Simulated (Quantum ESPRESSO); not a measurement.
Crystal: MgS.

```xyz
2
Lattice="0.0000 2.8331 2.8331 2.8331 0.0000 2.8331 2.8331 2.8331 0.0000" Properties=species:S:1:pos:R:3 pbc="T T T"
S     1.4166    1.4166    1.4166
Mg    0.0000    0.0000    0.0000
```

The cell comes from a database or a generator and needn't be the stable form of this composition.

- Program: Quantum ESPRESSO 7.5
- Task: phonons
- Functional: LDA
- Potentials or basis: PseudoDojo 0.4.1 SR LDA standard
- Cutoff: 1143 eV
- Density cutoff: 4572 eV
- k mesh: 4 × 4 × 4, shifted
- Occupations: fermi-dirac, width 0.05 eV
- Spin: no spin polarisation
- Target pressure: 10 GPa
- Form of the LDA correlation: PW92
- Mixing beta: 0.5
- Most SCF iterations: 120
- SCF threshold: 4e-10 Ry

The cell and the atoms were relaxed first at 10 GPa, to 19.31 Å³/atom (a = 3.794 Å, b = 3.794 Å, c = 3.794 Å, α = 60.00°, β = 60.00°, γ = 60.00°), and the response was taken there.

The first run showed a gap, so the response started from a second, tighter run with fixed occupations.

Task: How polar is the lattice: what are the Born charges, the two dielectric constants and the LO-TO splitting?

Result: Born charges ±1.81 e; dielectric constants 4.27 (electrons alone) and 6.02 (static); transverse and longitudinal modes at 414 and 492 cm⁻¹.

Caveat: the volume moved by over 15 % at a fixed basis, so the end points are rough; the cell is more than 3 GPa from zero pressure, which shifts response properties.
